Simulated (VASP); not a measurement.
# In2Pd (I4/mmm) in VASP: further runs, part 2 of 2

VASP 6.6.1. Earlier steps stand in the parts before.

### Step 4. Single point, r2SCAN

Input file POSCAR:

```
In2Pd
1.0
    0.0000000000      3.3486790000      0.0000000000
    3.3486790000      0.0000000000      0.0000000000
    1.6743390000      1.6743390000     -6.0143860000
In Pd
2 1
Direct
    0.3400000000      0.3400000000      0.3200000000
    0.6600000000      0.6600000000      0.6800000000
    0.0000000000      0.0000000000      0.0000000000
```

Input file INCAR.step1:

```
  PREC = Accurate
  ENCUT = 520
  ISMEAR = -1
  SIGMA = 0.1
  LREAL = False
  LASPH = True
  NELM = 80
  NBANDS = 25
  GGA = PE
  ALGO = Normal
  EDIFF = 1E-4
  LWAVE = True
  LCHARG = False
```

Input file INCAR.step2:

```
  PREC = Accurate
  ENCUT = 520
  EDIFF = 1E-7
  ISMEAR = -1
  SIGMA = 0.1
  LREAL = False
  LASPH = True
  NELM = 80
  ALGO = Normal
  ISIF = 2
  LWAVE = False
  LCHARG = False
  METAGGA = R2SCAN
  LMIXTAU = True
  NBANDS = 25
  ISTART = 1
```

Input file KPOINTS:

```
Automatic mesh
0
Gamma
  6 6 6
```

Potentials or basis: VASP PAW PBE potentials, release 64 (In_d, Pd).

Command:

```console
$ cat potpaw_PBE.64/In_d/POTCAR potpaw_PBE.64/Pd/POTCAR > POTCAR
$ cp INCAR.step1 INCAR
$ mpirun -np 1 vasp_std > vasp.out
$ cp INCAR.step2 INCAR
$ mpirun -np 1 vasp_std > vasp.out
```

OUTCAR:

```text
PREC = Accurate
   ENCUT = 520
   EDIFF = 1E-7
   ISMEAR = -1
   LREAL = False
   LASPH = True
   NELM = 80
   ISIF = 2
   METAGGA = R2SCAN
   ISTART = 1

 ion  position               nearest neighbor table
   1  0.340  0.340  0.320-   3 3.05   3 3.05   3 3.05   3 3.05   2 3.21   2 3.21   2 3.21   2 3.21
                             2 3.85
   2  0.660  0.660  0.680-   3 3.05   3 3.05   3 3.05   3 3.05   1 3.21   1 3.21   1 3.21   1 3.21
                             1 3.85
   3  0.000  0.000  0.000-   1 3.05   2 3.05   2 3.05   2 3.05   1 3.05   1 3.05   2 3.05   1 3.05

  LATTYP: Found a body centered tetragonal cell.
 ALAT       =     3.3486790000
 C/A-ratio  =     3.5920946738

  Lattice vectors:

 A1 = (  -1.6743390000,   1.6743400000,   6.0143860000)
 A2 = (   1.6743400000,  -1.6743390000,   6.0143860000)
 A3 = (   1.6743390000,   1.6743390000,  -6.0143860000)

Analysis of symmetry for initial positions (statically):
=====================================================================
 Subroutine PRICEL returns:
 Original cell was already a primitive cell.

 Routine SETGRP: Setting up the symmetry group for a
 body centered tetragonal supercell.

 Subroutine GETGRP returns: Found 16 space group operations
 (whereof 16 operations were pure point group operations)
 out of a pool of 16 trial point group operations.

The static configuration has the point symmetry D_4h.

Analysis of symmetry for dynamics (positions and initial velocities):
=====================================================================
 Subroutine PRICEL returns:
 Original cell was already a primitive cell.

 Routine SETGRP: Setting up the symmetry group for a
 body centered tetragonal supercell.

 Subroutine GETGRP returns: Found 16 space group operations
 (whereof 16 operations were pure point group operations)
 out of a pool of 16 trial point group operations.

The dynamic configuration has the point symmetry D_4h.

 Subroutine INISYM returns: Found 16 space group operations
 (whereof 16 operations are pure point group operations),
 and found     1 'primitive' translations

----------------------------------------------------------------------------------------

                                     Primitive cell

  volume of cell :      67.4432

  direct lattice vectors                    reciprocal lattice vectors
     0.000000000  3.348679000  0.000000000     0.000000000  0.298625219  0.083133981
     3.348679000  0.000000000  0.000000000     0.298625219  0.000000000  0.083133981
     1.674339000  1.674339000 -6.014386000     0.000000000  0.000000000 -0.166268011

  length of vectors
     3.348679000  3.348679000  6.463718831     0.309981097  0.309981097  0.166268011

  position of ions in fractional coordinates (direct lattice)
     0.340000000  0.340000000  0.320000000
     0.660000000  0.660000000  0.680000000
     0.000000000  0.000000000  0.000000000

  ion indices of the primitive-cell ions
   primitive index   ion index
                 1           1
                 2           2
                 3           3

----------------------------------------------------------------------------------------

 KPOINTS: Automatic mesh

Automatic generation of k-mesh.
 Grid dimensions read from file:
 generate k-points for:    6    6    6

 Generating k-lattice:

  Cartesian coordinates                     Fractional coordinates (reciprocal lattice)
     0.000000000  0.049770870  0.013855663     0.166666667  0.000000000 -0.000000000
     0.049770870  0.000000000  0.013855663     0.000000000  0.166666667 -0.000000000
     0.000000000  0.000000000 -0.027711335     0.000000000  0.000000000  0.166666667

  Length of vectors
     0.051663516  0.051663516  0.027711335

  Shift w.r.t. Gamma in fractional coordinates (k-lattice)
     0.000000000  0.000000000  0.000000000

 Subroutine IBZKPT returns following result:
 ===========================================

 Found     30 irreducible k-points:

 Following reciprocal coordinates:
            Coordinates               Weight
  0.000000  0.000000  0.000000      1.000000
  0.166667  0.000000 -0.000000      8.000000
  0.333333  0.000000 -0.000000      8.000000
  0.500000  0.000000 -0.000000      4.000000
  0.166667  0.166667 -0.000000      8.000000
  0.333333  0.166667 -0.000000     16.000000
[... 16 lines left out ...]
 -0.333333 -0.333333  0.166667      4.000000
 -0.166667 -0.333333  0.166667     16.000000
 [... further k-points ...]
   k-points           NKPTS =     30   k-points in BZ     NKDIM =     30   number of bands    NBANDS=     25
   number of dos      NEDOS =    301   number of ions     NIONS =      3
   total plane-waves  NPLWV =  37632
   dimension x,y,z NGX =    28 NGY =   28 NGZ =   48
   dimension x,y,z NGXF=    56 NGYF=   56 NGZF=   96
   ions per type =               2   1
   NGX,Y,Z   is equivalent  to a cutoff of  13.90, 13.90, 12.35 a.u.
   NGXF,Y,Z  is equivalent  to a cutoff of  27.80, 27.80, 24.69 a.u.
 SYSTEM =  unknown system
   PREC   = accura    normal or accurate (medium, high low for compatibility)
   ISTART =      1    job   : 0-new  1-cont  2-samecut
   ICHARG =      0    charge: 1-file 2-atom 10-const
   ISPIN  =      1    spin polarized calculation?
   LNONCOLLINEAR =      F non collinear calculations
   LSORBIT =      F    spin-orbit coupling
   LASPH  =      T    aspherical Exc in radial PAW
   ENCUT  =  520.0 eV  38.22 Ry    6.18 a.u.   6.23  6.23 12.02*2*pi/ulx,y,z
   NELM   =     80;   NELMIN=  2; NELMDL=  0     # of ELM steps
   EDIFF  = 0.1E-06   stopping-criterion for ELM
   LREAL  =      F    real-space projection
   EDIFFG = 0.1E-05   stopping-criterion for IOM
   NSW    =      0    number of steps for IOM
   IBRION =     -1    ionic relax: 0-MD 1-quasi-New 2-CG
   NFREE  =      0    steps in history (QN), initial steepest desc. (CG)
   ISIF   =      2    stress and relaxation
   ISYM   =      2    0-nonsym 1-usesym 2-fastsym
   POTIM  = 0.5000    time-step for ionic-motion
   TEBEG  =    0.0;   TEEND  =   0.0 temperature during run
   PSTRESS=    0.0 pullay stress
   NELECT =      36.0000    total number of electrons
   NUPDOWN=      -1.0000    fix difference up-down
   EMIN   =  10.00;   EMAX   =-10.00  energy-range for DOS
   EFERMI =   0.00;   METHOD = LEGACY
   ISMEAR =    -1;   SIGMA  =   0.10  broadening in eV -4-tet -1-fermi 0-gaus
   EFERMI_NEDOS =   21; number of points for ismear=-14 and -15
   IALGO  =     38    algorithm
   IMIX   =      4    mixing-type and parameters
     AMIX     =   0.40;   BMIX     =  1.00
     AMIX_MAG =   1.60;   BMIX_MAG =  1.00
  volume/ion in A,a.u.               =      22.48       151.71
  Fermi-wavevector in a.u.,A,eV,Ry     =   1.327994  2.509545 23.994812  1.763569
  Thomas-Fermi vector in A             =   2.457265
   LORBIT       =      0    0 simple, 1 ext, 2 COOP (PROOUT), +10 PAW based schemes
   METAGGA = R2SCAN    functional components
   LHFCALC =     F    Hartree Fock is set to
   AEXX    =    0.0000 exact exchange contribution
   IVDW    =     0    specifies the selected vdW correction
   LEPSILON=     F    determine dielectric tensor
   LRPA    =     F    only Hartree local field effects (RPA)
 non-spin polarized calculation
  energy-cutoff  :      520.00
  volume of cell :       67.44
 maximum number of plane-waves:      1834
 NGX is ok and might be reduce to    28
   NGX = 13   NGY = 13   NGZ = 23

 number of electron      35.9999989 magnetization

 Free energy of the ion-electron system (eV)
  ---------------------------------------------------
  ext. energy  EPLUGINS =         0.00000000
  ---------------------------------------------------
  free energy    TOTEN  =       -68.66084117 eV

  energy without entropy =      -68.61189652  energy(sigma->0) =      -68.63636885

 E-fermi :   7.7614     XC(G=0): -11.7434

 val. band max:        7.7559715133   @ k =   0.5000   0.0000  -0.0000
 cond. band min:       7.8403740749   @ k =   0.3333   0.3333  -0.0000
 fundamental gap:      0.0844025616
 Fermi energy:         7.7613825475

 k-point     1 :       0.0000    0.0000    0.0000
  band No.  band energies     occupation
      1      -7.5605      2.00000
      2      -7.4072      2.00000
      3      -7.3886      2.00000
      4      -7.3042      2.00000
      5      -7.3041      2.00000
      6      -7.2165      2.00000
[... 661 lines left out ...]
     24      15.0236      0.00000
     25      17.0100      0.00000

 [... further k-points ...]

------------------------ aborting loop because EDIFF is reached ----------------------------------------

  FORCE on cell =-STRESS in cart. coord.  units (eV):
  Direction    XX          YY          ZZ          XY          YZ          ZX
  --------------------------------------------------------------------------------------
  -------------------------------------------------------------------------------------
  Total       -2.9140628     -2.9140628     -3.2361619     -0.0000000     -0.0000003     -0.0000003
  in kB      -69.2263059    -69.2263059    -76.8780733     -0.0000000     -0.0000064     -0.0000064
  external PRESSURE =     -71.7768951 kB  Pullay stress =       0.0000000 kB

 VOLUME and BASIS-vectors are now :
 -----------------------------------------------------------------------------
  energy-cutoff  :      520.00
  volume of cell :       67.44
      direct lattice vectors                 reciprocal lattice vectors
     0.000000000  3.348679000  0.000000000     0.000000000  0.298625219  0.083133981
     3.348679000  0.000000000  0.000000000     0.298625219  0.000000000  0.083133981
     1.674339000  1.674339000 -6.014386000     0.000000000  0.000000000 -0.166268011

 POSITION                                       TOTAL-FORCE (eV/Angst)
 -----------------------------------------------------------------------------------
      1.67434      1.67434     -1.92460         0.000000      0.000000      1.037753
      3.34868      3.34868     -4.08978        -0.000000     -0.000000     -1.037753
      0.00000      0.00000      0.00000         0.000000      0.000000      0.000000
 -----------------------------------------------------------------------------------
    total drift:                                0.000000      0.000000     -0.000000

  FREE ENERGIE OF THE ION-ELECTRON SYSTEM (eV)
  ---------------------------------------------------
  free  energy   TOTEN  =       -68.6608411746 eV

  energy  without entropy=      -68.6118965198  energy(sigma->0) =      -68.63636885
```

Wall time 7.7 min (1 thread of Intel Xeon Platinum 8375C at 2.90GHz (Ice Lake), shared host); peak memory 0.22 GiB.

What came out:

```
Free energy            : -68.6608 eV
Pressure               : -7.2 GPa
Largest force          : 1.038 eV/Å
Band gap on the k mesh : none (metal or under the smearing width)
```

Forces in eV/Å, atoms in the order of the input:
```
In   0.000  0.000  1.038
In   0.000  0.000 -1.038
Pd   0.000  0.000  0.000
```

Levels at points of the mesh, in eV from the Fermi level:
```tsv
k point	band 16	band 17	band 18	band 19	band 20	band 21
(0.00, 0.00, 0.00)	-2.17	-1.80	-1.70	5.73	5.73	7.10
(0.50, 0.00, 0.00)	-2.25	-1.97	-1.58	-0.01	2.42	3.87
(0.50, 0.50, 0.00)	-1.43	-1.20	-0.49	0.17	0.44	3.18
(0.00, 0.00, 0.50)	-2.12	-1.70	0.58	3.75	4.55	4.55
```

Caveat: the PAW data sets were made with another functional, which shifts forces and pressure a little.
